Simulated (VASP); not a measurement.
# SnTe (I4mm) in VASP: notebook

The runs below take SnTe through single point, with PBE.

All numbers are computed with VASP 6.6.1; they aren't measurements. Logs are shortened: lines on timing, memory, paths and dates and some standing lists are left out, and cuts for length are marked.

### 1 The cell of the first run

It takes space group I4mm (No. 107, tetragonal). The conventional cell has a = 4.421 Å, b = 4.421 Å, c = 6.252 Å, α = 90.00°, β = 90.00°, γ = 90.00°. Sn (site symmetry 4mm) has 6 Te at 2.99 to 3.26 Å as nearest neighbours. Around Te (site symmetry 4mm) lie 6 Sn at 2.99 to 3.26 Å.

### 2 Single point, PBE (mode 1 frozen in at -0.074 Å, equal normal strain along x, y and z -0.0250)

Input file INCAR:

```
SYSTEM = SnTe
PREC     = Accurate       ! precision mode
ENCUT    = 520            ! plane-wave cutoff, eV
EDIFF    = 1E-6           ! SCF threshold, eV
ISMEAR   = 0              ! smearing method
SIGMA    = 0.03           ! smearing width, eV
LREAL    = .FALSE.        ! projectors in reciprocal space
LASPH    = .TRUE.         ! aspherical terms in the spheres
NELM     = 100            ! most SCF steps
ALGO     = Normal         ! electronic algorithm
ISIF     = 2              ! what is computed and relaxed
LWAVE    = .FALSE.        ! write WAVECAR
LCHARG   = .FALSE.        ! write CHGCAR
GGA      = PE             ! functional
NBANDS   = 17             ! bands
```

Input file KPOINTS:

```
Automatic mesh
0
G
  10 10 10
  0 0 0
```

Input file POSCAR:

```
SnTe
1.0
    0.0000000000      3.1260158730      3.1260158730
    3.1260158730      0.0000000000      3.1260158730
    3.1260158730      3.1260158730      0.0000000000
Sn Te
1 1
Direct
    0.0114778688     -0.0114778688     -0.0114778688
    0.4893218041      0.5106781959      0.5106781959
```

Potentials or basis: VASP PAW PBE potentials, release 64 (Sn_d, Te).

Launch:

```console
$ cat potpaw_PBE.64/Sn_d/POTCAR potpaw_PBE.64/Te/POTCAR > POTCAR
$ mpirun -np 1 vasp_std > vasp.out
```

OUTCAR:

```text
SYSTEM = SnTe
   PREC = Accurate
   ENCUT = 520
   EDIFF = 1E-6
   ISMEAR = 0
   LREAL = .FALSE.
   LASPH = .TRUE.
   NELM = 100
   ISIF = 2
   GGA = PE

 ion  position               nearest neighbor table
   1  0.011  0.989  0.989-   2 2.99   2 3.13   2 3.13   2 3.13   2 3.13   2 3.26
   2  0.489  0.511  0.511-   1 2.99   1 3.13   1 3.13   1 3.13   1 3.13   1 3.26

  LATTYP: Found a face centered cubic cell.
 ALAT       =     6.2520317460

  Lattice vectors:

 A1 = (   0.0000000000,   3.1260158730,   3.1260158730)
 A2 = (   3.1260158730,   0.0000000000,   3.1260158730)
 A3 = (   3.1260158730,   3.1260158730,   0.0000000000)

Analysis of symmetry for initial positions (statically):
=====================================================================
 Subroutine PRICEL returns:
 Original cell was already a primitive cell.

 Routine SETGRP: Setting up the symmetry group for a
 face centered cubic supercell.

 Subroutine GETGRP returns: Found  8 space group operations
 (whereof  8 operations were pure point group operations)
 out of a pool of 48 trial point group operations.

The static configuration has the point symmetry C_4v.

Analysis of symmetry for dynamics (positions and initial velocities):
=====================================================================
 Subroutine PRICEL returns:
 Original cell was already a primitive cell.

 Routine SETGRP: Setting up the symmetry group for a
 face centered cubic supercell.

 Subroutine GETGRP returns: Found  8 space group operations
 (whereof  8 operations were pure point group operations)
 out of a pool of 48 trial point group operations.

The dynamic configuration has the point symmetry C_4v.

 Subroutine INISYM returns: Found  8 space group operations
 (whereof  8 operations are pure point group operations),
 and found     1 'primitive' translations

----------------------------------------------------------------------------------------

                                     Primitive cell

  volume of cell :      61.0947

  direct lattice vectors                    reciprocal lattice vectors
     0.000000000  3.126015873  3.126015873    -0.159948004  0.159948004  0.159948004
     3.126015873  0.000000000  3.126015873     0.159948004 -0.159948004  0.159948004
     3.126015873  3.126015873  0.000000000     0.159948004  0.159948004 -0.159948004

  length of vectors
     4.420854044  4.420854044  4.420854044     0.277038070  0.277038070  0.277038070

  position of ions in fractional coordinates (direct lattice)
     0.011477869  0.988522131  0.988522131
     0.489321804  0.510678196  0.510678196

  ion indices of the primitive-cell ions
   primitive index   ion index
                 1           1
                 2           2

----------------------------------------------------------------------------------------

 KPOINTS: Automatic mesh

Automatic generation of k-mesh.
 Grid dimensions read from file:
 generate k-points for:   10   10   10

 Generating k-lattice:

  Cartesian coordinates                     Fractional coordinates (reciprocal lattice)
    -0.015994800  0.015994800  0.015994800     0.100000000  0.000000000  0.000000000
     0.015994800 -0.015994800  0.015994800     0.000000000  0.100000000  0.000000000
     0.015994800  0.015994800 -0.015994800     0.000000000  0.000000000  0.100000000

  Length of vectors
     0.027703807  0.027703807  0.027703807

  Shift w.r.t. Gamma in fractional coordinates (k-lattice)
     0.000000000  0.000000000  0.000000000

 Subroutine IBZKPT returns following result:
 ===========================================

 Found    102 irreducible k-points:

 Following reciprocal coordinates:
            Coordinates               Weight
  0.000000  0.000000  0.000000      1.000000
  0.100000  0.000000  0.000000      8.000000
  0.200000  0.000000  0.000000      8.000000
  0.300000  0.000000  0.000000      8.000000
  0.400000  0.000000  0.000000      8.000000
  0.500000  0.000000  0.000000      4.000000
[... 16 lines left out ...]
 -0.100000  0.100000  0.000000      8.000000
  0.000000 -0.100000  0.100000      4.000000
 [... further k-points ...]
   k-points           NKPTS =    102   k-points in BZ     NKDIM =    102   number of bands    NBANDS=     17
   number of dos      NEDOS =    301   number of ions     NIONS =      2
   total plane-waves  NPLWV =  46656
   dimension x,y,z NGX =    36 NGY =   36 NGZ =   36
   dimension x,y,z NGXF=    72 NGYF=   72 NGZF=   72
   ions per type =               1   1
   NGX,Y,Z   is equivalent  to a cutoff of  13.54, 13.54, 13.54 a.u.
   NGXF,Y,Z  is equivalent  to a cutoff of  27.08, 27.08, 27.08 a.u.
 SYSTEM =  SnTe
   PREC   = accura    normal or accurate (medium, high low for compatibility)
   ISTART =      0    job   : 0-new  1-cont  2-samecut
   ICHARG =      2    charge: 1-file 2-atom 10-const
   ISPIN  =      1    spin polarized calculation?
   LNONCOLLINEAR =      F non collinear calculations
   LSORBIT =      F    spin-orbit coupling
   LASPH  =      T    aspherical Exc in radial PAW
   ENCUT  =  520.0 eV  38.22 Ry    6.18 a.u.   8.22  8.22  8.22*2*pi/ulx,y,z
   NELM   =    100;   NELMIN=  2; NELMDL= -5     # of ELM steps
   EDIFF  = 0.1E-05   stopping-criterion for ELM
   LREAL  =      F    real-space projection
   EDIFFG = 0.1E-04   stopping-criterion for IOM
   NSW    =      0    number of steps for IOM
   IBRION =     -1    ionic relax: 0-MD 1-quasi-New 2-CG
   NFREE  =      0    steps in history (QN), initial steepest desc. (CG)
   ISIF   =      2    stress and relaxation
   ISYM   =      2    0-nonsym 1-usesym 2-fastsym
   POTIM  = 0.5000    time-step for ionic-motion
   TEBEG  =    0.0;   TEEND  =   0.0 temperature during run
   PSTRESS=    0.0 pullay stress
   NELECT =      20.0000    total number of electrons
   NUPDOWN=      -1.0000    fix difference up-down
   EMIN   =  10.00;   EMAX   =-10.00  energy-range for DOS
   EFERMI =   0.00;   METHOD = LEGACY
   ISMEAR =     0;   SIGMA  =   0.03  broadening in eV -4-tet -1-fermi 0-gaus
   EFERMI_NEDOS =   21; number of points for ismear=-14 and -15
   IALGO  =     38    algorithm
   IMIX   =      4    mixing-type and parameters
     AMIX     =   0.40;   BMIX     =  1.00
     AMIX_MAG =   1.60;   BMIX_MAG =  1.00
  volume/ion in A,a.u.               =      30.55       206.14
  Fermi-wavevector in a.u.,A,eV,Ry     =   1.128280  2.132141 17.320439  1.273016
  Thomas-Fermi vector in A             =   2.264970
   LORBIT       =      0    0 simple, 1 ext, 2 COOP (PROOUT), +10 PAW based schemes
   GGA     = PE    functional components
   LHFCALC =     F    Hartree Fock is set to
   AEXX    =    0.0000 exact exchange contribution
   IVDW    =     0    specifies the selected vdW correction
   LEPSILON=     F    determine dielectric tensor
   LRPA    =     F    only Hartree local field effects (RPA)
 non-spin polarized calculation
 Gauss-broadening in eV      SIGMA  =   0.03
  energy-cutoff  :      520.00
  volume of cell :       61.09
 maximum number of plane-waves:      1676
 NGX is ok and might be reduce to    36
   NGX = 17   NGY = 17   NGZ = 17

 number of electron      19.9999999 magnetization

 Free energy of the ion-electron system (eV)
  ---------------------------------------------------
  ext. energy  EPLUGINS =         0.00000000
  ---------------------------------------------------
  free energy    TOTEN  =        -7.50884923 eV

  energy without entropy =       -7.50884923  energy(sigma->0) =       -7.50884923

 E-fermi :   7.2673     XC(G=0):  -9.5969

 val. band max:        7.1412670896   @ k =   0.5000   0.0000   0.0000
 cond. band min:       7.5337613212   @ k =   0.5000   0.0000   0.0000
 fundamental gap:      0.3924942316
 Fermi energy:         7.2673321644

 k-point     1 :       0.0000    0.0000    0.0000
  band No.  band energies     occupation
      1     -14.6367      2.00000
      2     -14.6345      2.00000
      3     -14.6297      2.00000
      4     -14.6262      2.00000
      5     -14.6262      2.00000
      6      -5.7453      2.00000
[... 9 lines left out ...]
     16      12.1082      0.00000
     17      14.0023      0.00000

 k-point     2 :       0.1000    0.0000    0.0000
  band No.  band energies     occupation
      1     -14.6371      2.00000
      2     -14.6350      2.00000
      3     -14.6293      2.00000
      4     -14.6259      2.00000
      5     -14.6256      2.00000
      6      -5.6579      2.00000
[... 9 lines left out ...]
     16      12.2447      0.00000
     17      14.7259      0.00000

 k-point     3 :       0.2000    0.0000    0.0000
  band No.  band energies     occupation
      1     -14.6384      2.00000
      2     -14.6365      2.00000
      3     -14.6281      2.00000
      4     -14.6248      2.00000
      5     -14.6239      2.00000
      6      -5.4045      2.00000
[... 9 lines left out ...]
     16      12.7831      0.00000
     17      16.2398      0.00000

 k-point     4 :       0.3000    0.0000    0.0000
  band No.  band energies     occupation
      1     -14.6402      2.00000
      2     -14.6385      2.00000
      3     -14.6270      2.00000
      4     -14.6228      2.00000
      5     -14.6214      2.00000
      6      -5.0219      2.00000
[... 9 lines left out ...]
     16      13.7004      0.00000
     17      18.0831      0.00000
[... 343 lines left out ...]
      1     -14.6401      2.00000
      2     -14.6367      2.00000
      3     -14.6261      2.00000
      4     -14.6246      2.00000
      5     -14.6233      2.00000
      6      -5.2180      2.00000
[... 9 lines left out ...]
     16      14.1452      0.00000
     17      15.5860      0.00000

 k-point    23 :      -0.1000    0.1000    0.0000
  band No.  band energies     occupation
      1     -14.6378      2.00000
      2     -14.6359      2.00000
      3     -14.6291      2.00000
      4     -14.6254      2.00000
      5     -14.6241      2.00000
      6      -5.5148      2.00000
[... 9 lines left out ...]
     16      13.0387      0.00000
     17      14.6689      0.00000

 k-point    24 :       0.0000   -0.1000    0.1000
  band No.  band energies     occupation
      1     -14.6386      2.00000
      2     -14.6352      2.00000
      3     -14.6275      2.00000
      4     -14.6260      2.00000
      5     -14.6250      2.00000
      6      -5.5154      2.00000
[... 9 lines left out ...]
     16      13.0581      0.00000
     17      14.6836      0.00000

 [... further k-points ...]

------------------------ aborting loop because EDIFF is reached ----------------------------------------

  FORCE on cell =-STRESS in cart. coord.  units (eV):
  Direction    XX          YY          ZZ          XY          YZ          ZX
  --------------------------------------------------------------------------------------
  -------------------------------------------------------------------------------------
  Total        1.6127523      1.3646089      1.3646089      0.0000000      0.0000000      0.0000000
  in kB       42.2936072     35.7861736     35.7861736      0.0000000      0.0000000      0.0000000
  external PRESSURE =      37.9553181 kB  Pullay stress =       0.0000000 kB

 VOLUME and BASIS-vectors are now :
 -----------------------------------------------------------------------------
  energy-cutoff  :      520.00
  volume of cell :       61.09
      direct lattice vectors                 reciprocal lattice vectors
     0.000000000  3.126015873  3.126015873    -0.159948004  0.159948004  0.159948004
     3.126015873  0.000000000  3.126015873     0.159948004 -0.159948004  0.159948004
     3.126015873  3.126015873  0.000000000     0.159948004  0.159948004 -0.159948004

 POSITION                                       TOTAL-FORCE (eV/Angst)
 -----------------------------------------------------------------------------------
      6.18027      3.12602      3.12602         0.134029      0.000000      0.000000
      3.19278      3.12602      3.12602        -0.134029      0.000000      0.000000
 -----------------------------------------------------------------------------------
    total drift:                                0.000014      0.000000      0.000001

  FREE ENERGIE OF THE ION-ELECTRON SYSTEM (eV)
  ---------------------------------------------------
  free  energy   TOTEN  =        -7.5088492348 eV

  energy  without entropy=       -7.5088492348  energy(sigma->0) =       -7.50884923
```

It took 85 s on 1 thread of Intel Xeon Platinum 8259CL at 2.50GHz (Skylake/Cascade Lake), shared host; peak memory 0.28 GiB.

What came out:

| Property | Result |
| --- | --- |
| Free energy | -7.5088 eV |
| Pressure | 3.8 GPa |
| Largest force | 0.134 eV/Å |
| Band gap on the k mesh | 0.39 eV, direct |

Forces on the atoms (eV/Å):
```
Sn   0.134  0.000  0.000
Te  -0.134  0.000  0.000
```

Stress tensor (GPa, compression positive):
```
4.23 0.00 0.00
0.00 3.58 0.00
0.00 0.00 3.58
```

Caveat: spin-orbit coupling is left out, which moves the levels of the heavy elements.

### 3 Single point, PBE (mode 1 frozen in at -0.037 Å, equal normal strain along x, y and z -0.0167)

Input file INCAR:

```
PREC = Accurate
ENCUT = 520
EDIFF = 1E-6
ISMEAR = 0
SIGMA = 0.03
LREAL = F
LASPH = T
NELM = 100
ALGO = Normal
ISIF = 2
LWAVE = F
LCHARG = F
GGA = PE
NBANDS = 17
```

Input file KPOINTS:

```
regular mesh
0
Gamma
  10 10 10
```

Input file POSCAR:

```
SnTe
1.0
    0.0000000000      3.1526270851      3.1526270851
    3.1526270851      0.0000000000      3.1526270851
    3.1526270851      3.1526270851      0.0000000000
Sn Te
1 1
Direct
    0.0057389344     -0.0057389344     -0.0057389344
    0.4946609020      0.5053390980      0.5053390980
```

Potentials or basis: VASP PAW PBE potentials, release 64 (Sn_d, Te).

Launch:

```console
$ cat potpaw_PBE.64/Sn_d/POTCAR potpaw_PBE.64/Te/POTCAR > POTCAR
$ mpirun -np 1 vasp_std > vasp.out
```

Run time: 86 s. Hardware: 1 thread of Intel Xeon Platinum 8259CL at 2.50GHz (Skylake/Cascade Lake), shared host; peak memory 0.28 GiB.

The run converged. Its results:

```yaml
Free_energy: -7.5435 eV
Pressure: 2.2 GPa
Largest_force: 0.022 eV/Å
Band_gap_on_the_k_mesh: 0.20 eV, direct
```

Forces in eV/Å, atoms in the order of the input:
```
Sn   0.022  0.000  0.000
Te  -0.022  0.000  0.000
```

Stress tensor (GPa, compression positive):
```
2.30 0.00 0.00
0.00 2.17 0.00
0.00 0.00 2.17
```

Levels at points of the mesh, in eV from the valence-band top:
```tsv
k point	band 8	band 9	band 10	band 11	band 12	band 13
(0.00, 0.00, 0.00)	-2.11	-2.10	-2.10	3.35	3.35	3.40
(0.50, 0.00, 0.00)	-1.79	-1.77	0.00	0.20	0.41	0.44
(0.50, 0.50, 0.00)	-5.53	-3.70	-3.69	2.19	4.97	4.98
(0.00, 0.50, 0.50)	-5.46	-3.70	-3.70	2.22	4.96	4.96
```

Caveat: spin-orbit coupling is left out, which moves the levels of the heavy elements. A k mesh can miss the band edges.
